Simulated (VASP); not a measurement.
# Mo (Im-3m) in VASP: elastic constants with PBE

Aim: the elastic constants of Mo with PBE.

Everything below comes from runs of VASP 6.6.1. Logs are shortened: lines on timing, memory, paths and dates and some standing lists are left out, and cuts for length are marked.

### Step 1. Starting point

It takes space group Im-3m (No. 229, cubic). The conventional cell has a = 3.162 Å, b = 3.162 Å, c = 3.162 Å, α = 90.00°, β = 90.00°, γ = 90.00°. Around Mo (site symmetry m-3m) lie 8 Mo at 2.74 Å.

The cell was built by a generator and needn't be a form met in nature.

### Step 2. Elastic constants, PBE

POSCAR reads:

```
Mo
1.0
   -1.5811960586      1.5811960586      1.5811960586
    1.5811960586     -1.5811960586      1.5811960586
    1.5811960586      1.5811960586     -1.5811960586
  Mo
     1
Direct
     0.0000000000000000    0.0000000000000000    0.0000000000000000
```

INCAR.step1 reads:

```
PREC = Accurate
ENCUT = 600
EDIFF = 1E-8
ISMEAR = 1
SIGMA = 0.2
LREAL = F
LASPH = T
NELM = 60
ALGO = Normal
ISIF = 3
LWAVE = F
LCHARG = F
GGA = PE
KPAR = 8
IBRION = 2
NSW = 40
EDIFFG = -0.002
```

INCAR.step2 reads:

```
PREC = Accurate
ENCUT = 600
EDIFF = 1E-8
ISMEAR = 1
SIGMA = 0.2
LREAL = F
LASPH = T
NELM = 60
ALGO = Normal
ISIF = 3
LWAVE = F
LCHARG = F
GGA = PE
KPAR = 8
IBRION = 6
NFREE = 2
POTIM = 0.015
NSW = 1
```

KPOINTS reads:

```
Automatic mesh
0
Gamma
  24 24 24
```

Potentials or basis: VASP PAW PBE potentials, release 64 (Mo_sv).

On the command line:

```sh
> cat potpaw_PBE.64/Mo_sv/POTCAR > POTCAR
> cp INCAR.step1 INCAR
> mpirun -np 8 vasp_std > vasp.out
> cp CONTCAR POSCAR
> cp INCAR.step2 INCAR
> mpirun -np 8 vasp_std > vasp.out
```

OUTCAR:

```text
PREC = Accurate
   ENCUT = 600
   EDIFF = 1E-8
   ISMEAR = 1
   LREAL = F
   LASPH = T
   NELM = 60
   ISIF = 3
   GGA = PE
   IBRION = 6
   NFREE = 2
   POTIM = 0.015
   NSW = 1

 ion  position               nearest neighbor table
   1  0.000  0.000  0.000-

  LATTYP: Found a body centered cubic cell.
 ALAT       =     3.1623921172

  Lattice vectors:

 A1 = (  -1.5811960586,   1.5811960586,   1.5811960586)
 A2 = (   1.5811960586,  -1.5811960586,   1.5811960586)
 A3 = (   1.5811960586,   1.5811960586,  -1.5811960586)

Analysis of symmetry for initial positions (statically):
=====================================================================
 Subroutine PRICEL returns:
 Original cell was already a primitive cell.

 Routine SETGRP: Setting up the symmetry group for a
 body centered cubic supercell.

 Subroutine GETGRP returns: Found 48 space group operations
 (whereof 48 operations were pure point group operations)
 out of a pool of 48 trial point group operations.

The static configuration has the point symmetry O_h .

Analysis of symmetry for dynamics (positions and initial velocities):
=====================================================================
 Subroutine PRICEL returns:
 Original cell was already a primitive cell.

 Routine SETGRP: Setting up the symmetry group for a
 body centered cubic supercell.

 Subroutine GETGRP returns: Found 48 space group operations
 (whereof 48 operations were pure point group operations)
 out of a pool of 48 trial point group operations.

The dynamic configuration has the point symmetry O_h .

 Subroutine INISYM returns: Found 48 space group operations
 (whereof 48 operations are pure point group operations),
 and found     1 'primitive' translations

----------------------------------------------------------------------------------------

                                     Primitive cell

  volume of cell :      15.8131

  direct lattice vectors                    reciprocal lattice vectors
    -1.581196059  1.581196059  1.581196059     0.000000000  0.316216321  0.316216321
     1.581196059 -1.581196059  1.581196059     0.316216321  0.000000000  0.316216321
     1.581196059  1.581196059 -1.581196059     0.316216321  0.316216321  0.000000000

  length of vectors
     2.738711910  2.738711910  2.738711910     0.447197409  0.447197409  0.447197409

  position of ions in fractional coordinates (direct lattice)
     0.000000000  0.000000000  0.000000000

  ion indices of the primitive-cell ions
   primitive index   ion index
                 1           1

----------------------------------------------------------------------------------------

 KPOINTS: Automatic mesh

Automatic generation of k-mesh.
 Grid dimensions read from file:
 generate k-points for:   24   24   24

 Generating k-lattice:

  Cartesian coordinates                     Fractional coordinates (reciprocal lattice)
     0.000000000  0.013175680  0.013175680     0.041666667  0.000000000  0.000000000
     0.013175680  0.000000000  0.013175680     0.000000000  0.041666667  0.000000000
     0.013175680  0.013175680  0.000000000     0.000000000  0.000000000  0.041666667

  Length of vectors
     0.018633225  0.018633225  0.018633225

[... 99 lines left out ...]
  ext. energy  EPLUGINS =         0.00000000
  ---------------------------------------------------
  free energy    TOTEN  =       -10.93507174 eV

  energy without entropy =      -10.93492389  energy(sigma->0) =      -10.93502245

------------------------ aborting loop because EDIFF is reached ----------------------------------------

  FORCE on cell =-STRESS in cart. coord.  units (eV):
  Direction    XX          YY          ZZ          XY          YZ          ZX
  --------------------------------------------------------------------------------------
  -------------------------------------------------------------------------------------
  Total        0.0010995      0.0010995      0.0010995      0.0000000     -0.0000000     -0.0000000
  in kB        0.1114008      0.1114008      0.1114008      0.0000000     -0.0000000     -0.0000000
  external PRESSURE =       0.1114008 kB  Pullay stress =       0.0000000 kB
[... 86 lines left out ...]
  FREE ENERGIE OF THE ION-ELECTRON SYSTEM (eV)
  ---------------------------------------------------
  free  energy   TOTEN  =       -10.9298216540 eV

  energy  without entropy=      -10.9297734628  energy(sigma->0) =      -10.92980559

[... ionic steps 4 to 12 ...]

--------------------------------------- Ionic step       13  -------------------------------------------

 number of electron      14.0000002 magnetization

------------------------ aborting loop because EDIFF is reached ----------------------------------------
[... 65 lines left out ...]
--------------------------------------- Ionic step       15  -------------------------------------------

 number of electron      14.0000001 magnetization

 Free energy of the ion-electron system (eV)
  ---------------------------------------------------
  ext. energy  EPLUGINS =         0.00000000
  ---------------------------------------------------
  free energy    TOTEN  =       -10.93507050 eV

  energy without entropy =      -10.93492266  energy(sigma->0) =      -10.93502122

 E-fermi :  12.4567     XC(G=0): -13.3257

 val. band max:       12.4514257318   @ k =   0.4167   0.1250   0.0417
 cond. band min:      12.4570897220   @ k =   0.3750   0.0833   0.0000
 fundamental gap:      0.0056639902
 Fermi energy:        12.4566703983

 k-point     1 :       0.0000    0.0000    0.0000
  band No.  band energies     occupation
      1     -48.8738      2.00000
      2     -22.1667      2.00000
      3     -22.1667      2.00000
      4     -22.1667      2.00000
      5       5.2113      2.00000
      6      11.0646      2.00000
      7      11.0646      2.00000
      8      11.0646      2.00000
      9      14.0479     -0.00000
     10      14.0479     -0.00000
     11      27.2232      0.00000
[... 309 lines left out ...]
 k-point    24 :       0.4583    0.0417    0.0000
  band No.  band energies     occupation
      1     -48.6210      2.00000
      2     -23.5038      2.00000
      3     -22.6026      2.00000
      4     -22.1872      2.00000
      5       7.2127      2.00000
      6       9.0831      2.00000
      7      13.5812     -0.00000
      8      14.0650     -0.00000
      9      14.8971     -0.00000
     10      17.1685      0.00000
     11      23.8822      0.00000

 [... further k-points ...]

------------------------ aborting loop because EDIFF is reached ----------------------------------------

  FORCE on cell =-STRESS in cart. coord.  units (eV):
  Direction    XX          YY          ZZ          XY          YZ          ZX
  --------------------------------------------------------------------------------------
  -------------------------------------------------------------------------------------
  Total        0.0011548      0.0011548      0.0011548     -0.0000000      0.0000000      0.0000000
  in kB        0.1170012      0.1170012      0.1170012     -0.0000000      0.0000000      0.0000000
  external PRESSURE =       0.1170012 kB  Pullay stress =       0.0000000 kB
[... 16 lines left out ...]
  FREE ENERGIE OF THE ION-ELECTRON SYSTEM (eV)
  ---------------------------------------------------
  free  energy   TOTEN  =       -10.9350705030 eV

  energy  without entropy=      -10.9349226602  energy(sigma->0) =      -10.93502122

 INTERNAL STRAIN TENSORS FROM STRAINED CELLS
 ============================================

 INTERNAL STRAIN TENSOR FOR ION    1 for displacements in x,y,z  (eV/Angst):
          X           Y           Z          XY          YZ          ZX
  --------------------------------------------------------------------------------
  x     0.00000    -0.00000    -0.00000    -0.00000     0.00000     0.00000
  y     0.00000    -0.00000    -0.00000    -0.00000     0.00000     0.00000
  z     0.00000    -0.00000     0.00000    -0.00000    -0.00000     0.00000

 INTERNAL STRAIN TENSORS FROM DISPLACED ATOMS
 ============================================

 INTERNAL STRAIN TENSOR FOR ION    1 for displacements in x,y,z  (eV/Angst):
          X           Y           Z          XY          YZ          ZX
  --------------------------------------------------------------------------------
  x     0.00000     0.00000     0.00000     0.00000     0.00000     0.00000
  y     0.00000     0.00000     0.00000     0.00000     0.00000     0.00000
  z     0.00000     0.00000     0.00000     0.00000     0.00000     0.00000

 Eigenvectors and eigenvalues of the dynamical matrix
 ----------------------------------------------------

   1 f/i=    0.000000 THz     0.000000 2PiTHz    0.000000 cm-1     0.000000 meV
             X         Y         Z           dx          dy          dz
      0.000000  0.000000  0.000000     1.000000    0.000000    0.000000

   2 f/i=    0.000000 THz     0.000000 2PiTHz    0.000000 cm-1     0.000000 meV
             X         Y         Z           dx          dy          dz
      0.000000  0.000000  0.000000     0.000000    1.000000    0.000000

   3 f/i=    0.000000 THz     0.000000 2PiTHz    0.000000 cm-1     0.000000 meV
             X         Y         Z           dx          dy          dz
      0.000000  0.000000  0.000000     0.000000    0.000000    1.000000

--------------------------------------------------------------------------------------------------------

 ELASTIC MODULI CONTR FROM IONIC RELAXATION (kBar)
 Direction    XX          YY          ZZ          XY          YZ          ZX
 --------------------------------------------------------------------------------
 XX           0.0000      0.0000      0.0000      0.0000      0.0000      0.0000
 YY           0.0000      0.0000      0.0000      0.0000      0.0000      0.0000
 ZZ           0.0000      0.0000      0.0000      0.0000      0.0000      0.0000
 XY           0.0000      0.0000      0.0000      0.0000      0.0000      0.0000
 YZ           0.0000      0.0000      0.0000      0.0000      0.0000      0.0000
 ZX           0.0000      0.0000      0.0000      0.0000      0.0000      0.0000
 --------------------------------------------------------------------------------

 TOTAL ELASTIC MODULI (kBar)
 Direction    XX          YY          ZZ          XY          YZ          ZX
 --------------------------------------------------------------------------------
 XX        4571.5661   1615.5229   1615.5229     -0.0000      0.0000     -0.0000
 YY        1615.5229   4571.5661   1615.5229     -0.0000      0.0000     -0.0000
 ZZ        1615.5229   1615.5229   4571.5661     -0.0000      0.0000      0.0000
 XY          -0.0000     -0.0000     -0.0000    955.8102      0.0000      0.0000
 YZ           0.0000      0.0000      0.0000      0.0000    955.8102      0.0000
 ZX          -0.0000     -0.0000      0.0000      0.0000      0.0000    955.8102
 --------------------------------------------------------------------------------
```

Run time: 5.8 min. Hardware: 8 MPI ranks of AMD EPYC 9R45 (Zen 5), shared host; peak memory 1.2 GiB.

What came out:

| Item | Value |
| --- | --- |
| Elastic constants C11, C12, C44 | 457, 162, 96 GPa |
| Voigt bulk modulus | 260 GPa |

Elastic tensor in Voigt notation (GPa, in the Cartesian axes of the cell as first typed):
```
457 162 162   0   0   0
162 457 162   0   0   0
162 162 457   0   0   0
  0   0   0  96   0   0
  0   0   0   0  96   0
  0   0   0   0   0  96
```

Clamped-ion elastic tensor (GPa):
```
457 162 162   0   0   0
162 457 162   0   0   0
162 162 457   0   0   0
  0   0   0  96   0   0
  0   0   0   0  96   0
  0   0   0   0   0  96
```
